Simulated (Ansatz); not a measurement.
# FeS2 (Pnnm): energies of magnetic orders

Which of a few magnetic orders of FeS2 (Pnnm) is lowest at one geometry?

The COD entry's cell or inner coordinates are ideal or old and differ from later refinements, so a difference from it is no clean test against experiment.

Computed with Ansatz 0.2.0 (DFT PBE, scalar-relativistic, plane waves, PAW, unless a step's input says otherwise).

## 1. The system as given

The structure is orthorhombic, space group Pnnm (No. 58). Conventional cell: a = 4.439 Å, b = 5.410 Å, c = 3.389 Å, α = 90.00°, β = 90.00°, γ = 90.00°. Around Fe (site symmetry 2/m) lie 6 S at 2.23 to 2.24 Å. Around S (site symmetry m) lie 3 Fe at 2.23 to 2.24 Å and 1 S at 2.28 Å.

Coordinates:

```cif
data_structure
_symmetry_space_group_name_H-M 'Pnnm'
_symmetry_Int_Tables_number 58
_cell_length_a 4.4389
_cell_length_b 5.4098
_cell_length_c 3.3893
_cell_angle_alpha 90.000
_cell_angle_beta 90.000
_cell_angle_gamma 90.000
_cell_volume 81.39
loop_
_atom_site_label
_atom_site_type_symbol
_atom_site_symmetry_multiplicity
_atom_site_Wyckoff_symbol
_atom_site_fract_x
_atom_site_fract_y
_atom_site_fract_z
_atom_site_occupancy
Fe1 Fe 2 a 0.00000 0.00000 0.00000 1
S1 S 4 g 0.20627 0.37519 0.00000 1
```

An earlier run at PBE left this cell at 13.565 Å³/atom and 0.00 GPa (6×6×8 mesh).

## 2. Antiferromagnetic, in the cell as typed

The input, input.yaml:

```yaml
crystal:
  lattice:
    - [4.438910827, 0.0, 0.0]
    - [0.0, 5.4098083851, 0.0]
    - [0.0, 0.0, 3.3893410004]
  atoms:
    - { symbol: Fe, position: [0.0, 0.0, 0.0], spin: 4.0 }
    - { symbol: Fe, position: [0.5, 0.5, 0.5], spin: -4.0 }
    - { symbol: S, position: [0.2062737184, 0.3751857002, 0.0] }
    - { symbol: S, position: [0.2937262816, 0.8751857002, 0.5] }
    - { symbol: S, position: [0.7937262816, 0.6248142998, 0.0] }
    - { symbol: S, position: [0.7062737184, 0.1248142998, 0.5] }
basis:
  ecutwfc: 420
  ecutrho_ratio: 4
kpoints:
  mp_grid: { grid: [6, 6, 8] }
hamiltonian:
  xc: pbe
scf:
  occupations: { method: gaussian, width: 0.05 }
  lower_state_search: "off"
output:
  forces: true
  stress: true
  eigenvalues: true
  populations: true
magnetization:
  spin_polarized: true
```

On the command line:

```bash
ansatz run input.yaml --threads 4 --pin off --max-ram 10240MiB --backend cpu --events-out ev --progress --plain --runs-dir out
```

What it wrote, cut to the lines that bear on the results:

```text
Warning: RAYON_NUM_THREADS=4 ignored (pool sized by the plan → 4); use --threads N
[...]
Pseudopotentials: kind: paw
Pseudopotential: Fe, paw, valence charge 16, recommended cutoff 420 eV (normal), Fe.paw.azcp
Pseudopotential: S, paw, valence charge 6, recommended cutoff 420 eV (normal), S.paw.azcp
Functional definition: PBE
[...]
Crystal: 6 atoms, lattice volume = 81.390 Å³
Basis set: ecut = 420 eV, 1603 PW (Γ), exchange–correlation on 60×80×48 points (8 copies of the dense FFT grid, shifted against one another)
Bands: 39, of which v1, the nominal top of the filled ones, is band 28 counted from 1 (27 counted from 0)
Symmetry: 4 space group operations
Space group: P2/m (ITA 10), of the structure as read, at distance tolerance 4.3e-5 Å
Magnetic group: BNS 58.397 (UNI 495), of the structure as read, at distance tolerance 4.3e-5 Å
k-points: 100 of 288
[...]
Starting moments: Σ|m| = 8 μB on 2 of 6 sites
Starting magnetic order: altermagnet, d-wave, planar spin-momentum locking; spin-degenerate planes through Γ normal to [0 1 0], [1 0 0] of the run's lattice
[...]
SCF iter   1: F=—  HF=-12571.892184 eV  |F-HF|=—  |Δ(HF+E_count)|=         —  Δρ=1.44e-1 (↑1.44e-1 ↓1.44e-1)  dr2=1.96e1  dr2_m=1.23e1  M=0.000 μB ∫|m|=3.676 μB  β_m=0.30  ethr=3.10e-3  ⟨swp⟩=5.8  Hψ=31650  notcnv=0  defer=97
[...]
spin=Collinear: Kerker preconditioning applied to the charge; magnetization (m = ρ↑ − ρ↓) channel mixes plain (no charge-response kernel on spin).
[...]
WARN: the starting moments were not kept: the SCF closed with an absolute magnetisation of 8.3e-6 μB, where they sum to 8 μB in size (2 sites). That is at most 0.1 of that sum. Measured as dr2_m measures the in/out step, that magnetisation stands 1.3e-11 eV from none, at or under the [...]
SCF converged after 16 iterations
Magnetization: 0.0000 μB (28.0000 up, 28.0000 down)
Absolute magnetization: 0.0000 μB (∫|ρ↑−ρ↓|, with the PAW one-centre terms)
Spin contamination: 0.0000 ħ² per cell (⟨S²⟩ above its minimum at these occupations)
Per-site moments (μB) at R_I (Å): [(-8.146013220413987e-7, 0.9184950982558684), (8.860235185889408e-7, 0.9184950982558684), (-4.399994517558583e-7, 0.9184950982558686), (3.763650739659074e-7, 0.9184950982558684), (-4.3999945175585836e-7, 0.9184950982558684), (3.7636507396590745e-7, [...]
Free energy (F): -12572.414649 eV
[...]
E sigma→0 (E₀):  -12572.414649 eV
Fermi energy:    12.926574 eV
[...]
--- Forces (eV/Å), atoms counted from 1 ---
  atom   1  Fe     0.00000000     0.00000000     0.00000000
  atom   2  Fe     0.00000000     0.00000000     0.00000000
  atom   3  S     -0.00087976    -0.00091038     0.00000000
  atom   4  S      0.00087703    -0.00090463     0.00000000
  atom   5  S      0.00087976     0.00091038     0.00000000
  atom   6  S     -0.00087703     0.00090463     0.00000000
[...]
--- Stress (GPa, compression-positive) ---
        0.000673      -0.000024      -0.000000
       -0.000022      -0.025706       0.000000
       -0.000000       0.000000       0.021211
  P = ⅓ Tr σ = -0.0013 GPa (-0.013 kbar)
--- Band table (eV; the first three rows and the last of 200) ---
[...]
--- Löwdin populations: 6 sites ---
  site symbol       q [e]    m [muB]
     0     Fe     15.7101    -0.0000
     1     Fe     15.7101     0.0000
     2      S      5.9811    -0.0000
     3      S      5.9811     0.0000
     4      S      5.9811    -0.0000
     5      S      5.9811     0.0000
  spilling = 0.011701 (of n_electrons = 56.000000)
```

Wall time 16 s (4 threads of Arm Neoverse V2, shared host); peak memory 0.7 GiB.

Result: volume 13.565 Å³/atom, pressure 0.00 GPa, mesh gap 0.90 eV, no moment left.

In this order, neighbours among magnetic atoms: 2 of 2 parallel, 0 of 8 parallel (shell by shell, nearest first).

## 3. Antiferromagnetic, propagation vector (0, 0, 1/2)

The input, input.yaml:

```yaml
crystal:
  lattice:
    - [4.438910827, 0.0, 0.0]
    - [0.0, 5.4098083851, 0.0]
    - [0.0, 0.0, 6.7786820008]
  atoms:
    - { symbol: Fe, position: [0.0, 0.0, 0.0], spin: 4.0 }
    - { symbol: Fe, position: [0.5, 0.5, 0.25], spin: 4.0 }
    - { symbol: S, position: [0.2062737184, 0.3751857002, 0.0] }
    - { symbol: S, position: [0.2937262816, 0.8751857002, 0.25] }
    - { symbol: S, position: [0.7937262816, 0.6248142998, 0.0] }
    - { symbol: S, position: [0.7062737184, 0.1248142998, 0.25] }
    - { symbol: Fe, position: [0.0, 0.0, 0.5], spin: -4.0 }
    - { symbol: Fe, position: [0.5, 0.5, 0.75], spin: -4.0 }
    - { symbol: S, position: [0.2062737184, 0.3751857002, 0.5] }
    - { symbol: S, position: [0.2937262816, 0.8751857002, 0.75] }
    - { symbol: S, position: [0.7937262816, 0.6248142998, 0.5] }
    - { symbol: S, position: [0.7062737184, 0.1248142998, 0.75] }
basis:
  ecutwfc: 420
  ecutrho_ratio: 4
kpoints:
  mp_grid: { grid: [6, 4, 4] }
hamiltonian:
  xc: pbe
scf:
  occupations: { method: gaussian, width: 0.05 }
  lower_state_search: "off"
output:
  forces: true
  stress: true
  eigenvalues: true
  populations: true
magnetization:
  spin_polarized: true
```

On the command line:

```bash
ansatz run input.yaml --threads 4 --pin off --max-ram 10240MiB --backend cpu --events-out ev --progress --plain --runs-dir out
```

What it wrote, cut to the lines that bear on the results:

```text
Warning: RAYON_NUM_THREADS=4 ignored (pool sized by the plan → 4); use --threads N
[...]
[... 4 set-up lines as earlier in the session ...]
[...]
Crystal: 12 atoms, lattice volume = 162.781 Å³
Basis set: ecut = 420 eV, 3203 PW (Γ), exchange–correlation on 60×80×96 points (8 copies of the dense FFT grid, shifted against one another)
Bands: 77, of which v1, the nominal top of the filled ones, is band 56 counted from 1 (55 counted from 0)
[... 1 set-up line as earlier in the session ...]
Space group: P21212 (ITA 18), of the structure as read, at distance tolerance 5.5e-5 Å
Magnetic group: BNS 18.21 (UNI 119), of the structure as read, at distance tolerance 5.5e-5 Å
k-points: 36 of 96 (time reversal used)
[...]
Starting moments: Σ|m| = 16 μB on 4 of 12 sites
Starting magnetic order: antiferromagnet; a translation exchanges its spin sublattices: spin-degenerate at every k-point
[...]
WARN: the starting moments were not kept: the SCF closed with an absolute magnetisation of 1.4e-5 μB, where they sum to 16 μB in size (4 sites). That is at most 0.1 of that sum. Measured as dr2_m measures the in/out step, that magnetisation stands 2.3e-11 eV from none, at or under the [...]
  atom   2  Fe    -0.00000000     0.00000000     0.00000098
  atom   3  S     -0.00111505    -0.00060440    -0.00000017
  atom   4  S      0.00111505    -0.00060440     0.00000017
  atom   5  S      0.00111505     0.00060440    -0.00000017
  atom   6  S     -0.00111505     0.00060440     0.00000017
  atom   7  Fe     0.00000000    -0.00000000    -0.00000098
  atom   8  Fe    -0.00000000     0.00000000     0.00000098
[...]
--- Stress (GPa, compression-positive) ---
        0.004018       0.000000       0.000000
        0.000000      -0.024661      -0.000000
        0.000000      -0.000000       0.018167
  P = ⅓ Tr σ = -0.0008 GPa (-0.008 kbar)
--- Band table (eV; the first three rows and the last of 72) ---
[...]
--- Löwdin populations: 12 sites ---
  site symbol       q [e]    m [muB]
     0     Fe     15.7101    -0.0000
     1     Fe     15.7101    -0.0000
     2      S      5.9811     0.0000
     3      S      5.9811     0.0000
     4      S      5.9811     0.0000
     5      S      5.9811     0.0000
     6     Fe     15.7101     0.0000
     7     Fe     15.7101     0.0000
     8      S      5.9811    -0.0000
     9      S      5.9811    -0.0000
    10      S      5.9811    -0.0000
    11      S      5.9811    -0.0000
  spilling = 0.011701 (of n_electrons = 112.000000)
```

Run time: 22 s. Hardware: 4 threads of Arm Neoverse V2, shared host; peak memory 0.86 GiB.

In short: volume 13.565 Å³/atom, pressure 0.00 GPa, gap on the mesh 0.90 eV, no moment left.

In this order, neighbours among magnetic atoms: 0 of 2 parallel, 4 of 8 parallel (shell by shell, nearest first).

## 4. No spin polarisation

The input, input.yaml:

```yaml
crystal:
  lattice:
    - [4.438910827, 0.0, 0.0]
    - [0.0, 5.4098083851, 0.0]
    - [0.0, 0.0, 3.3893410004]
  atoms:
    - { symbol: Fe, position: [0.0, 0.0, 0.0] }
    - { symbol: Fe, position: [0.5, 0.5, 0.5] }
    - { symbol: S, position: [0.2062737184, 0.3751857002, 0.0] }
    - { symbol: S, position: [0.2937262816, 0.8751857002, 0.5] }
    - { symbol: S, position: [0.7937262816, 0.6248142998, 0.0] }
    - { symbol: S, position: [0.7062737184, 0.1248142998, 0.5] }
basis:
  ecutwfc: 420
  ecutrho_ratio: 4
kpoints:
  mp_grid: { grid: [6, 6, 8] }
hamiltonian:
  xc: pbe
scf:
  occupations: { method: gaussian, width: 0.05 }
output:
  forces: true
  stress: true
  eigenvalues: true
```

On the command line:

```bash
ansatz run input.yaml --threads 4 --pin off --max-ram 10240MiB --backend cpu --events-out ev --progress --plain --runs-dir out
```

What it wrote, cut to the lines that bear on the results:

```text
Warning: RAYON_NUM_THREADS=4 ignored (pool sized by the plan → 4); use --threads N
[...]
[... 4 set-up lines as earlier in the session ...]
[...]
Crystal: 6 atoms, lattice volume = 81.390 Å³
Basis set: ecut = 420 eV, 1603 PW (Γ), exchange–correlation on 60×80×48 points (8 copies of the dense FFT grid, shifted against one another)
Bands: 34, of which v1, the nominal top of the filled ones, is band 28 counted from 1 (27 counted from 0)
Symmetry: 8 space group operations
Space group: Pnnm (ITA 58), of the structure as read, at distance tolerance 4.3e-5 Å
k-points: 80 of 288
[...]
SCF iter   1: F=—  HF=-12572.417517 eV  |F-HF|=—  |Δ(HF+E_count)|=         —  Δρ=6.30e-3  dr2=9.21e-3  ethr=1.77e-3  ⟨swp⟩=6.3  Hψ=11323  notcnv=0
[...]
SCF iter   6: F=-12572.414649 eV  HF=-12572.414649 eV  |F-HF|=7.10e-9  |Δ(HF+E_count)|=   3.46e-7  Δρ=1.07e-5  dr2=8.02e-8  ethr=1.79e-10  ⟨swp⟩=5.2  Hψ=12207  notcnv=0
[...]
SCF converged after 6 iterations
Free energy (F): -12572.414649 eV
[...]
E sigma→0 (E₀):  -12572.414649 eV
Fermi energy:    12.926626 eV
[...]
--- Forces (eV/Å), atoms counted from 1 ---
  atom   1  Fe     0.00000000    -0.00000000     0.00000000
  atom   2  Fe     0.00000000     0.00000000     0.00000000
  atom   3  S     -0.00085065    -0.00090775     0.00000000
  atom   4  S      0.00085065    -0.00090775     0.00000000
  atom   5  S      0.00085065     0.00090775     0.00000000
  atom   6  S     -0.00085065     0.00090775     0.00000000
[...]
--- Stress (GPa, compression-positive) ---
        0.000513       0.000000      -0.000000
        0.000000      -0.025684       0.000000
       -0.000000       0.000000       0.020923
  P = ⅓ Tr σ = -0.0014 GPa (-0.014 kbar)
--- Band table (eV; the first three rows and the last of 80) ---
[...]
```

Run time: 3.7 s. Hardware: 4 threads of Arm Neoverse V2, shared host; peak memory 0.47 GiB.

Result: volume 13.565 Å³/atom, pressure 0.00 GPa, gap on the mesh 0.90 eV.

## 5. Comparison

Orders of one name are numbered as they were run above.

| order | above the lowest (meV/atom) | largest moment (μB) | pressure (GPa) | gap on the mesh (eV) | order kept |
| --- | --- | --- | --- | --- | --- |
| ferromagnetic | 0.0 | 0.00 | 0.0 | 0.90 | no |
| antiferromagnetic, in the cell as typed | 0.0 | 0.00 | 0.0 | 0.90 | no |
| antiferromagnetic, propagation vector (0, 0, 1/2) | 0.0 | 0.00 | 0.0 | 0.90 | no |
| no spin polarisation | 0.0 | 0.00 | 0.0 | 0.90 | yes |

The first row is the run of the earlier session that started with parallel moments (-2095.4024 eV/atom).

The work goes on in this order: no spin polarisation, the lowest.

## 6. Seeking zero pressure in the chosen order

Edit input.yaml of step 4 so:

```diff
@@ -16,3 +16,3 @@
 kpoints:
-  mp_grid: { grid: [6, 6, 8] }
+  mp_grid: { grid: [6, 4, 8] }
 hamiltonian:
@@ -25 +25,5 @@
   eigenvalues: true
+relax:
+  f_tol: 0.01
+  max_steps: 30
+  cell: { stress_tol: 0.05 }
```

On the command line:

```bash
ansatz run input.yaml --threads 4 --pin off --max-ram 10240MiB --backend cpu --events-out ev --progress --plain --runs-dir out
```

What it wrote, cut to the lines that bear on the results:

```text
Warning: RAYON_NUM_THREADS=4 ignored (pool sized by the plan → 4); use --threads N
[...]
[... 4 set-up lines as earlier in the session ...]
[...]
Crystal: 6 atoms, lattice volume = 81.390 Å³
Basis set: ecut = 420 eV, 1603 PW (Γ), exchange–correlation on 60×80×48 points (8 copies of the dense FFT grid, shifted against one another)
Bands: 34, of which v1, the nominal top of the filled ones, is band 28 counted from 1 (27 counted from 0)
[... 2 set-up lines as earlier in the session ...]
k-points: 60 of 192
[...]
SCF iter   1: F=—  HF=-12572.417406 eV  |F-HF|=—  |Δ(HF+E_count)|=         —  Δρ=6.30e-3  dr2=9.26e-3  ethr=1.77e-3  ⟨swp⟩=6.2  Hψ=8455  notcnv=0
[...]
  atom   6  S     -0.00111684     0.00060301     0.00000000
[...]
--- Stress (GPa, compression-positive) ---
        0.004013       0.000000      -0.000000
        0.000000      -0.024567       0.000000
       -0.000000       0.000000       0.018208
  P = ⅓ Tr σ = -0.0008 GPa (-0.008 kbar)
--- Band table (eV; the first three rows and the last of 60) ---
[...]
--- Relaxed structure (1 steps of the walk, 1 accepted, 1 SCFs on fresh bases) ---
  F+E_penalty+E_count = -12572.41454613 eV   max|allowed force component| = 1.117e-3 eV/Å   (the final SCF, on the basis selected at the relaxed cell)
  cell:  # Å, volume = 81.3905 Å³
    - [4.438910827, 0.0, 0.0]
    - [0.0, 5.4098083851, 0.0]
    - [0.0, 0.0, 3.3893410004]
  atoms:
    - { symbol: Fe, position: [0.0, 0.0, 0.0] }
    - { symbol: Fe, position: [0.5, 0.5000000000000001, 0.5] }
    - { symbol: S, position: [0.2062737184, 0.3751857002000001, 0.0] }
    - { symbol: S, position: [0.2937262816, 0.8751857002000001, 0.5] }
    - { symbol: S, position: [0.7937262816, 0.6248142998000001, 0.0] }
    - { symbol: S, position: [0.7062737184000001, 0.12481429980000001, 0.5] }
```

It took 5.8 s on 4 threads of Arm Neoverse V2, shared host; peak memory 0.45 GiB.

The steps of the relaxation:

| step | energy from step 1 (meV/atom) | largest force component (eV/Å) | pressure (GPa) | volume (Å³/atom) |
| --- | --- | --- | --- | --- |
| 1 | 0.0 | 0.001 | 0.00 | 13.565 |
| 2 | 0.0 | 0.001 | 0.00 | 13.565 |

Step 1 is the start. Step 2 repeats the geometry before it on a plane-wave basis chosen anew for the final cell, which leaves the energy as it was. The run keeps the 8 symmetry operations that it found, so it can't reach a distortion that breaks them.

In short: volume 13.565 Å³/atom, pressure 0.00 GPa, mesh gap 0.90 eV.

## 7. What came out

| quantity | value |
| --- | --- |
| orders tried | 4 |
| lowest | no spin polarisation |
| largest moment there | 0.00 μB |
| volume in the chosen order | 13.57 Å³/atom at 0.00 GPa |

Of the orders that kept their pattern, the lowest is: no spin polarisation. Where the order wasn't kept, moments died or turned during the run, so that row belongs to another state than the one started. Only these orders were tried, at zero temperature; the one found in experiment may not be among them. A run loses the moments it was seeded with; other starts can end magnetic.
